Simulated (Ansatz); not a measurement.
We consider zinc-blende AlSb, described by revPBE (plane waves, PAW; Ansatz, a quantum-chemistry and plane-wave program).

Settings: plane-wave cutoff 520 eV, 10×10×10 k mesh, Fermi–Dirac smearing 0.01 eV, scalar-relativistic PAW data made under PBE.

Cell (relaxed at this level):

```yaml
crystal:
  lattice:
    - [0.00000, 3.13172, 3.13172]
    - [3.13172, 0.00000, 3.13172]
    - [3.13172, 3.13172, 0.00000]
  atoms:
    - { symbol: Al, position: [0.00000, 0.00000, 0.00000] }
    - { symbol: Sb, position: [0.25000, 0.25000, 0.25000] }
```

**Question.** What does this level give for the bulk modulus, band gap, width of the whole s-p valence band and pressure derivative B′ of the bulk modulus?

**Answer.** 
* **bulk modulus**: 46.9 GPa
* **band gap**: 1.22 eV
* **width of the whole s-p valence band**: 10.37 eV
* **pressure derivative B′ of the bulk modulus**: 4.5

Measured, for comparison: band gap 1.73 eV (zero-point renormalisation of 35 meV (experimental, the table's column) added back here, indirect; inputs from Miglio et al. (2020), arXiv:2011.12765); bulk modulus 58.2 GPa (temperature not stated, not corrected to a static lattice; as tabulated in Toher et al. (2017), arXiv:1611.05714). Computed (rounded) less measured: bulk modulus -19 %.

Spin–orbit coupling is not included; with these elements it can move the gap by several tenths of an eV or more.

Computed values are for the static lattice.

Computing time: very roughly 29 core-seconds.
